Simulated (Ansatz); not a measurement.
# Nickel, fcc under r²SCAN: convergence with the Gaussian smearing

How small must the Gaussian smearing width be for energy and pressure and moments to settle? The geometry was relaxed under r²SCAN beforehand and stays fixed; 7 values are run, from 0.01 to 1.0 eV. Wanted are the values from which on the energy stays within 10 and 1 meV/atom, and the pressure within 0.5 GPa, of the narrowest run. Within the series other settings stay, but some runs also write fields, which adds to their time. The moments start as that relaxation left them.

Method: DFT r²SCAN, plane waves with PAW, scalar-relativistic, in Ansatz 0.2.0.

### 1 Starting point

It takes space group Fm-3m (No. 225, cubic). Conventional cell: a = 3.476 Å, b = 3.476 Å, c = 3.476 Å, α = 90.00°, β = 90.00°, γ = 90.00°. Ni (site symmetry m-3m) is surrounded by 12 Ni at 2.46 Å.

Coordinates:

```xyz
1
Lattice="0.0000 1.7381 1.7381 1.7381 0.0000 1.7381 1.7381 1.7381 0.0000" Properties=species:S:1:pos:R:3 pbc="T T T"
Ni    0.0000    0.0000    0.0000
```

Starting moments (μB): +0.81.

### 2 With a width of 0.01 eV

The run at 0.01 eV.

File input.yaml:

```yaml
crystal:
  lattice:
    - [0.0, 1.7380692641, 1.7380692641]
    - [1.7380692641, 0.0, 1.7380692641]
    - [1.7380692641, 1.7380692641, 0.0]
  atoms:
    - { symbol: Ni, position: [0.0, 0.0, 0.0], spin: 0.807 }
hamiltonian:
  xc: r2scan
  pseudopotentials:
    kind: paw
    azcp:
      Ni: "pseudopotentials/Ni.paw.azcp"
basis:
  ecutwfc: 500
  fft_grid_basis: typed
kpoints:
  mp_grid: { grid: [15, 15, 15], shift: [0, 0, 0] }
magnetization:
  spin_polarized: true
scf:
  occupations: { method: gaussian, width: 0.01 }
  lower_state_search: "off"
output:
  stress: true
```

Command:

```console
$ ansatz run input.yaml --threads 2 --pin off --max-ram 5120MiB --backend cpu --events-out ev --progress --plain --runs-dir out
```

Log, shortened:

```text
Warning: RAYON_NUM_THREADS=2 ignored (pool sized by the plan → 2); use --threads N
[...]
Pseudopotentials: kind: paw
Pseudopotential: Ni, paw, valence charge 18, recommended cutoff 500 eV (meta_gga), <dir>
Functional definition: r2SCAN
[...]
Crystal: 1 atoms, lattice volume = 10.501 Å³
Basis set: ecut = 500 eV, 283 PW (Γ), exchange–correlation on 72×72×72 points (64 copies of the dense FFT grid, shifted against one another)
Bands: 14, of which v1, the nominal top of the filled ones, is band 9 counted from 1 (8 counted from 0)
Symmetry: 48 space group operations
Space group: Fm-3m (ITA 225), of the structure as read, at distance tolerance 2.2e-5 Å
Magnetic group: BNS 225.116 (UNI 1618), of the structure as read, at distance tolerance 2.2e-5 Å
k-points: 120 of 3375
[...]
Starting moments: Σ|m| = 0.807 μB on 1 of 1 site
[...]
SCF iter   1: F=-5845.234464 eV  HF=-5845.131241 eV  |F-HF|=1.03e-1  |Δ(HF+E_count)|=         —  Δρ=2.79e-2 (↑2.79e-2 ↓1.89e-2)  dr2=7.69e-2  dr2_τ=7.50e-3  dr2_m=1.26e-2  M=0.684 μB ∫|m|=0.725 μB  β_m=0.30  ethr=4.32e-4  ⟨swp⟩=1.0  Hψ=24550  notcnv=0
[...]
spin-set hold released at iteration 6 (site moments contracting): the magnetisation degrees of freedom join the quasi-Newton model from the next iteration; the mixer history was flushed
[...]
SCF iter  43: F=-5845.291214 eV  HF=-5845.291214 eV  |F-HF|=3.61e-9  |Δ(HF+E_count)|=   3.21e-9  Δρ=2.39e-6 (↑2.39e-6 ↓2.21e-6)  dr2=2.15e-11  dr2_τ=1.73e-12  dr2_m=4.85e-10  M=0.727 μB ∫|m|=0.890 μB  ethr=1.00e-12  ⟨swp⟩=1.9  Hψ=11229  notcnv=0
[...]
this state was not tested for a lower state beside it, because the mixer in use, unlike msr1, does not test its closes by its own steps (another_mixer; see scf.mixing.algorithm and scf.lower_state_search)
SCF converged after 43 iterations
Magnetization: 0.7271 μB (9.3636 up, 8.6364 down)
Absolute magnetization: 0.8906 μB (∫|ρ↑−ρ↓|, with the PAW one-centre terms)
Spin contamination: 0.0189 ħ² per cell (⟨S²⟩ above its minimum at these occupations)
Per-site moments (μB) at R_I (Å): [(0.7922104227115383, 1.0139254643240434)]
Free energy (F): -5845.291214 eV
[...]
E sigma→0 (E₀):  -5845.291164 eV
Entropy (-TS):   -0.000100 eV (-0.100 meV/atom)
Fermi energy:    18.940218 eV
[...]
--- Stress (GPa, compression-positive) ---
        0.067021      -0.000000      -0.000000
       -0.000000       0.067021       0.000000
       -0.000000       0.000000       0.067021
  P = ⅓ Tr σ = 0.0670 GPa (0.670 kbar)
```

It took 5.7 s on 2 threads of Intel Xeon Platinum 8488C (Sapphire Rapids), shared host; peak memory 0.35 GiB.

### 3 With a width of 0.03 eV

The run at 0.03 eV.

Changes to input.yaml since step 2:

```diff
@@ -21,3 +21,3 @@
 scf:
-  occupations: { method: gaussian, width: 0.01 }
+  occupations: { method: gaussian, width: 0.03 }
   lower_state_search: "off"
@@ -25 +25,5 @@
   stress: true
+  write_density: true
+  write_potential: true
+  elf: true
+  volumetric_format: npy
```

Command:

```console
$ ansatz run input.yaml --threads 2 --pin off --max-ram 5120MiB --backend cpu --events-out ev --progress --plain --runs-dir out
```

Log, shortened:

```text
Warning: RAYON_NUM_THREADS=2 ignored (pool sized by the plan → 2); use --threads N
[...]
Pseudopotentials: kind: paw
Pseudopotential: Ni, paw, valence charge 18, recommended cutoff 500 eV (meta_gga), <dir>
Functional definition: r2SCAN
[...]
Crystal: 1 atoms, lattice volume = 10.501 Å³
Basis set: ecut = 500 eV, 283 PW (Γ), exchange–correlation on 72×72×72 points (64 copies of the dense FFT grid, shifted against one another)
Bands: 14, of which v1, the nominal top of the filled ones, is band 9 counted from 1 (8 counted from 0)
Symmetry: 48 space group operations
Space group: Fm-3m (ITA 225), of the structure as read, at distance tolerance 2.2e-5 Å
Magnetic group: BNS 225.116 (UNI 1618), of the structure as read, at distance tolerance 2.2e-5 Å
k-points: 120 of 3375
[...]
Starting moments: Σ|m| = 0.807 μB on 1 of 1 site
[...]
SCF converged after 19 iterations
Magnetization: 0.7243 μB (9.3621 up, 8.6379 down)
Absolute magnetization: 0.8879 μB (∫|ρ↑−ρ↓|, with the PAW one-centre terms)
Spin contamination: 0.0188 ħ² per cell (⟨S²⟩ above its minimum at these occupations)
Per-site moments (μB) at R_I (Å): [(0.7893840519888398, 1.0139254643240434)]
Free energy (F): -5845.291520 eV
[...]
E sigma→0 (E₀):  -5845.291215 eV
Entropy (-TS):   -0.000611 eV (-0.611 meV/atom)
Fermi energy:    18.939613 eV
[...]
--- Stress (GPa, compression-positive) ---
        0.043905       0.000000       0.000000
       -0.000000       0.043905       0.000000
        0.000000      -0.000000       0.043905
  P = ⅓ Tr σ = 0.0439 GPa (0.439 kbar)
--- Band table (eV; the first three rows and the last of 240) ---
  k-point 0 ↑: bands = ["-88.9002", "-47.6568", "-47.6568", "-47.6568", "9.1410", "15.8560", "15.8560", "15.8560", "17.2212", "17.2212", "43.4931", "47.9698", "47.9698", "47.9698"]
[...]
```

Wall time 4.3 s (2 threads of Intel Xeon Platinum 8488C (Sapphire Rapids), shared host); peak memory 0.36 GiB.

### 4 With a width of 0.1 eV

The run at 0.1 eV.

Changes to input.yaml since step 3:

```diff
@@ -21,3 +21,3 @@
 scf:
-  occupations: { method: gaussian, width: 0.03 }
+  occupations: { method: gaussian, width: 0.1 }
   lower_state_search: "off"
@@ -25,5 +25 @@
   stress: true
-  write_density: true
-  write_potential: true
-  elf: true
-  volumetric_format: npy
```

Command:

```console
$ ansatz run input.yaml --threads 2 --pin off --max-ram 5120MiB --backend cpu --events-out ev --progress --plain --runs-dir out
```

Log, shortened:

```text
Warning: RAYON_NUM_THREADS=2 ignored (pool sized by the plan → 2); use --threads N
[...]
Pseudopotentials: kind: paw
Pseudopotential: Ni, paw, valence charge 18, recommended cutoff 500 eV (meta_gga), <dir>
Functional definition: r2SCAN
[...]
Crystal: 1 atoms, lattice volume = 10.501 Å³
Basis set: ecut = 500 eV, 283 PW (Γ), exchange–correlation on 72×72×72 points (64 copies of the dense FFT grid, shifted against one another)
Bands: 14, of which v1, the nominal top of the filled ones, is band 9 counted from 1 (8 counted from 0)
Symmetry: 48 space group operations
Space group: Fm-3m (ITA 225), of the structure as read, at distance tolerance 2.2e-5 Å
Magnetic group: BNS 225.116 (UNI 1618), of the structure as read, at distance tolerance 2.2e-5 Å
k-points: 120 of 3375
[...]
Starting moments: Σ|m| = 0.807 μB on 1 of 1 site
[...]
this state was not tested for a lower state beside it, because the mixer in use, unlike msr1, does not test its closes by its own steps (another_mixer; see scf.mixing.algorithm and scf.lower_state_search)
SCF converged after 18 iterations
Magnetization: 0.7108 μB (9.3554 up, 8.6446 down)
Absolute magnetization: 0.8753 μB (∫|ρ↑−ρ↓|, with the PAW one-centre terms)
Spin contamination: 0.0187 ħ² per cell (⟨S²⟩ above its minimum at these occupations)
Per-site moments (μB) at R_I (Å): [(0.7761236926408526, 1.0139254643240434)]
Free energy (F): -5845.294111 eV
[...]
E sigma→0 (E₀):  -5845.291367 eV
Entropy (-TS):   -0.005488 eV (-5.488 meV/atom)
Fermi energy:    18.933006 eV
[...]
--- Stress (GPa, compression-positive) ---
       -0.037025      -0.000000      -0.000000
       -0.000000      -0.037025      -0.000000
       -0.000000       0.000000      -0.037025
  P = ⅓ Tr σ = -0.0370 GPa (-0.370 kbar)
```

It took 3.3 s on 2 threads of Intel Xeon Platinum 8488C (Sapphire Rapids), shared host; peak memory 0.35 GiB.

### 5 With a width of 0.2 eV

The run at 0.2 eV.

Changes to input.yaml since step 4:

```diff
@@ -21,3 +21,3 @@
 scf:
-  occupations: { method: gaussian, width: 0.1 }
+  occupations: { method: gaussian, width: 0.2 }
   lower_state_search: "off"
@@ -25 +25,5 @@
   stress: true
+  write_density: true
+  write_potential: true
+  elf: true
+  volumetric_format: npy
```

Command:

```console
$ ansatz run input.yaml --threads 2 --pin off --max-ram 5120MiB --backend cpu --events-out ev --progress --plain --runs-dir out
```

Log, shortened:

```text
Warning: RAYON_NUM_THREADS=2 ignored (pool sized by the plan → 2); use --threads N
[...]
Pseudopotentials: kind: paw
Pseudopotential: Ni, paw, valence charge 18, recommended cutoff 500 eV (meta_gga), <dir>
Functional definition: r2SCAN
[...]
Crystal: 1 atoms, lattice volume = 10.501 Å³
Basis set: ecut = 500 eV, 283 PW (Γ), exchange–correlation on 72×72×72 points (64 copies of the dense FFT grid, shifted against one another)
Bands: 14, of which v1, the nominal top of the filled ones, is band 9 counted from 1 (8 counted from 0)
Symmetry: 48 space group operations
Space group: Fm-3m (ITA 225), of the structure as read, at distance tolerance 2.2e-5 Å
Magnetic group: BNS 225.116 (UNI 1618), of the structure as read, at distance tolerance 2.2e-5 Å
k-points: 120 of 3375
[...]
Starting moments: Σ|m| = 0.807 μB on 1 of 1 site
[...]
SCF converged after 18 iterations
Magnetization: 0.7098 μB (9.3549 up, 8.6451 down)
Absolute magnetization: 0.8732 μB (∫|ρ↑−ρ↓|, with the PAW one-centre terms)
Spin contamination: 0.0186 ħ² per cell (⟨S²⟩ above its minimum at these occupations)
Per-site moments (μB) at R_I (Å): [(0.7748168096466578, 1.0139254643240434)]
Free energy (F): -5845.302756 eV
[...]
E sigma→0 (E₀):  -5845.290813 eV
Entropy (-TS):   -0.023884 eV (-23.884 meV/atom)
Fermi energy:    18.918235 eV
[...]
--- Stress (GPa, compression-positive) ---
        0.137843      -0.000000       0.000000
       -0.000000       0.137843       0.000000
        0.000000      -0.000000       0.137843
  P = ⅓ Tr σ = 0.1378 GPa (1.378 kbar)
--- Band table (eV; the first three rows and the last of 240) ---
  k-point 0 ↑: bands = ["-88.8770", "-47.6339", "-47.6339", "-47.6339", "9.1433", "15.8785", "15.8785", "15.8785", "17.2348", "17.2348", "43.4905", "47.9709", "47.9709", "47.9709"]
[...]
```

Wall time 4.2 s (2 threads of Intel Xeon Platinum 8488C (Sapphire Rapids), shared host); peak memory 0.36 GiB.

### 6 With a width of 0.3 eV

The run at 0.3 eV.

Changes to input.yaml since step 5:

```diff
@@ -21,3 +21,3 @@
 scf:
-  occupations: { method: gaussian, width: 0.2 }
+  occupations: { method: gaussian, width: 0.3 }
   lower_state_search: "off"
```

Command:

```console
$ ansatz run input.yaml --threads 2 --pin off --max-ram 5120MiB --backend cpu --events-out ev --progress --plain --runs-dir out
```

Log, shortened:

```text
Warning: RAYON_NUM_THREADS=2 ignored (pool sized by the plan → 2); use --threads N
[...]
Pseudopotentials: kind: paw
Pseudopotential: Ni, paw, valence charge 18, recommended cutoff 500 eV (meta_gga), <dir>
Functional definition: r2SCAN
[...]
Crystal: 1 atoms, lattice volume = 10.501 Å³
Basis set: ecut = 500 eV, 283 PW (Γ), exchange–correlation on 72×72×72 points (64 copies of the dense FFT grid, shifted against one another)
Bands: 14, of which v1, the nominal top of the filled ones, is band 9 counted from 1 (8 counted from 0)
Symmetry: 48 space group operations
Space group: Fm-3m (ITA 225), of the structure as read, at distance tolerance 2.2e-5 Å
Magnetic group: BNS 225.116 (UNI 1618), of the structure as read, at distance tolerance 2.2e-5 Å
k-points: 120 of 3375
[...]
Starting moments: Σ|m| = 0.807 μB on 1 of 1 site
[...]
SCF converged after 18 iterations
Magnetization: 0.7117 μB (9.3558 up, 8.6442 down)
Absolute magnetization: 0.8728 μB (∫|ρ↑−ρ↓|, with the PAW one-centre terms)
Spin contamination: 0.0185 ħ² per cell (⟨S²⟩ above its minimum at these occupations)
Per-site moments (μB) at R_I (Å): [(0.776030877800747, 1.0139254643240434)]
Free energy (F): -5845.317951 eV
[...]
E sigma→0 (E₀):  -5845.290420 eV
Entropy (-TS):   -0.055061 eV (-55.061 meV/atom)
Fermi energy:    18.905774 eV
[...]
--- Stress (GPa, compression-positive) ---
        0.425588       0.000000      -0.000000
        0.000000       0.425588      -0.000000
       -0.000000      -0.000000       0.425588
  P = ⅓ Tr σ = 0.4256 GPa (4.256 kbar)
--- Band table (eV; the first three rows and the last of 240) ---
  k-point 0 ↑: bands = ["-88.8731", "-47.6304", "-47.6304", "-47.6304", "9.1418", "15.8857", "15.8857", "15.8857", "17.2299", "17.2299", "43.4880", "47.9692", "47.9692", "47.9692"]
[...]
```

Wall time 4.2 s (2 threads of Intel Xeon Platinum 8488C (Sapphire Rapids), shared host); peak memory 0.36 GiB.

### 7 With a width of 0.6 eV

The run at 0.6 eV.

Changes to input.yaml since step 6:

```diff
@@ -21,3 +21,3 @@
 scf:
-  occupations: { method: gaussian, width: 0.3 }
+  occupations: { method: gaussian, width: 0.6 }
   lower_state_search: "off"
@@ -25,5 +25 @@
   stress: true
-  write_density: true
-  write_potential: true
-  elf: true
-  volumetric_format: npy
```

Command:

```console
$ ansatz run input.yaml --threads 2 --pin off --max-ram 5120MiB --backend cpu --events-out ev --progress --plain --runs-dir out
```

Log, shortened:

```text
Warning: RAYON_NUM_THREADS=2 ignored (pool sized by the plan → 2); use --threads N
[...]
Pseudopotentials: kind: paw
Pseudopotential: Ni, paw, valence charge 18, recommended cutoff 500 eV (meta_gga), <dir>
Functional definition: r2SCAN
[...]
Crystal: 1 atoms, lattice volume = 10.501 Å³
Basis set: ecut = 500 eV, 283 PW (Γ), exchange–correlation on 72×72×72 points (64 copies of the dense FFT grid, shifted against one another)
Bands: 14, of which v1, the nominal top of the filled ones, is band 9 counted from 1 (8 counted from 0)
Symmetry: 48 space group operations
Space group: Fm-3m (ITA 225), of the structure as read, at distance tolerance 2.2e-5 Å
Magnetic group: BNS 225.116 (UNI 1618), of the structure as read, at distance tolerance 2.2e-5 Å
k-points: 120 of 3375
[...]
Starting moments: Σ|m| = 0.807 μB on 1 of 1 site
[...]
this state was not tested for a lower state beside it, because the mixer in use, unlike msr1, does not test its closes by its own steps (another_mixer; see scf.mixing.algorithm and scf.lower_state_search)
SCF converged after 20 iterations
Magnetization: 0.6905 μB (9.3453 up, 8.6547 down)
Absolute magnetization: 0.8372 μB (∫|ρ↑−ρ↓|, with the PAW one-centre terms)
Spin contamination: 0.0164 ħ² per cell (⟨S²⟩ above its minimum at these occupations)
Per-site moments (μB) at R_I (Å): [(0.7500070576928004, 1.0139254643240434)]
Free energy (F): -5845.399624 eV
[...]
E sigma→0 (E₀):  -5845.290954 eV
Entropy (-TS):   -0.217338 eV (-217.338 meV/atom)
Fermi energy:    18.877854 eV
[...]
--- Stress (GPa, compression-positive) ---
        1.445005      -0.000000      -0.000000
        0.000000       1.445005      -0.000000
       -0.000000      -0.000000       1.445005
  P = ⅓ Tr σ = 1.4450 GPa (14.450 kbar)
```

Run time: 3.2 s. Hardware: 2 threads of Intel Xeon Platinum 8488C (Sapphire Rapids), shared host; peak memory 0.36 GiB.

### 8 With a width of 1.0 eV

The run at 1.0 eV.

Changes to input.yaml since step 7:

```diff
@@ -21,3 +21,3 @@
 scf:
-  occupations: { method: gaussian, width: 0.6 }
+  occupations: { method: gaussian, width: 1.0 }
   lower_state_search: "off"
@@ -25 +25,5 @@
   stress: true
+  write_density: true
+  write_potential: true
+  elf: true
+  volumetric_format: npy
```

Command:

```console
$ ansatz run input.yaml --threads 2 --pin off --max-ram 5120MiB --backend cpu --events-out ev --progress --plain --runs-dir out
```

Log, shortened:

```text
Warning: RAYON_NUM_THREADS=2 ignored (pool sized by the plan → 2); use --threads N
[...]
Pseudopotentials: kind: paw
Pseudopotential: Ni, paw, valence charge 18, recommended cutoff 500 eV (meta_gga), <dir>
Functional definition: r2SCAN
[...]
Crystal: 1 atoms, lattice volume = 10.501 Å³
Basis set: ecut = 500 eV, 283 PW (Γ), exchange–correlation on 72×72×72 points (64 copies of the dense FFT grid, shifted against one another)
Bands: 14, of which v1, the nominal top of the filled ones, is band 9 counted from 1 (8 counted from 0)
Symmetry: 48 space group operations
Space group: Fm-3m (ITA 225), of the structure as read, at distance tolerance 2.2e-5 Å
Magnetic group: BNS 225.116 (UNI 1618), of the structure as read, at distance tolerance 2.2e-5 Å
k-points: 120 of 3375
[...]
Starting moments: Σ|m| = 0.807 μB on 1 of 1 site
[...]
SCF converged after 25 iterations
Magnetization: 0.3655 μB (9.1827 up, 8.8173 down)
Absolute magnetization: 0.4326 μB (∫|ρ↑−ρ↓|, with the PAW one-centre terms)
Spin contamination: 0.0038 ħ² per cell (⟨S²⟩ above its minimum at these occupations)
Per-site moments (μB) at R_I (Å): [(0.39350106595544854, 1.0139254643240434)]
Free energy (F): -5845.599306 eV
[...]
E sigma→0 (E₀):  -5845.277158 eV
Entropy (-TS):   -0.644296 eV (-644.296 meV/atom)
Fermi energy:    18.870503 eV
[...]
--- Stress (GPa, compression-positive) ---
        2.812258       0.000000       0.000000
       -0.000000       2.812258       0.000000
        0.000000      -0.000000       2.812258
  P = ⅓ Tr σ = 2.8123 GPa (28.123 kbar)
--- Band table (eV; the first three rows and the last of 240) ---
  k-point 0 ↑: bands = ["-88.5222", "-47.2849", "-47.2849", "-47.2849", "9.0759", "16.2521", "16.2521", "16.2521", "17.4100", "17.4100", "43.3820", "47.9650", "47.9650", "47.9650"]
[...]
```

Wall time 5.9 s (2 threads of Intel Xeon Platinum 8488C (Sapphire Rapids), shared host); peak memory 0.36 GiB.

### 9 Convergence table

Differences are taken from the run at 0.01 eV.

| smearing (eV) | F (meV/atom) | E(σ → 0) (meV/atom) | P (GPa) | largest moment (μB) | SCF cycles | CPU time |
| --- | --- | --- | --- | --- | --- | --- |
| 0.01 | 0.00 | 0.00 | 0.07 | 0.792 | 43 | 10 s |
| 0.03 | -0.31 | -0.05 | 0.04 | 0.789 | 19 | 8.1 s |
| 0.1 | -2.90 | -0.20 | -0.04 | 0.776 | 18 | 6.1 s |
| 0.2 | -11.54 | 0.35 | 0.14 | 0.775 | 18 | 7.8 s |
| 0.3 | -26.74 | 0.74 | 0.43 | 0.776 | 18 | 7.8 s |
| 0.6 | -108.41 | 0.21 | 1.45 | 0.750 | 20 | 6 s |
| 1.0 | -308.09 | 14.01 | 2.81 | 0.394 | 25 | 11 s |

### 10 What came out

| quantity | value |
| --- | --- |
| E(σ → 0) stays within 10 meV/atom of 0.01 eV | up to 0.6 eV |
| E(σ → 0) stays within 1 meV/atom | up to 0.6 eV |
| pressure stays within 0.5 GPa | up to 0.3 eV |
| pressure at 0.01 eV | 0.07 GPa |
| energy of a separate run on a finer mesh (25×25×25) | +0.9 meV/atom from 0.01 eV |

What this shows: The far end, 1.0 eV, lies +14.0 meV/atom and +2.7 GPa from the yardstick. The free energy F moves by -308.1 meV/atom over the range, and the estimate for σ → 0 by +14.0. With this scheme F falls about as the square of the width. The mesh (15×15×15) is fixed, so the narrowest widths carry a k-point error of their own. The largest moment goes from 0.79 μB at 0.01 eV to 0.39 μB at 1.0 eV. The yardstick itself is unsettled by 0.9 meV/atom against the finer mesh, so the thresholds above hold only within this series, and wider smearing, which averages over more states, can land nearer the fine-mesh value than the narrowest does. The cell taken over is 4 % smaller than the measured one (10.94 Å³/atom, COD).
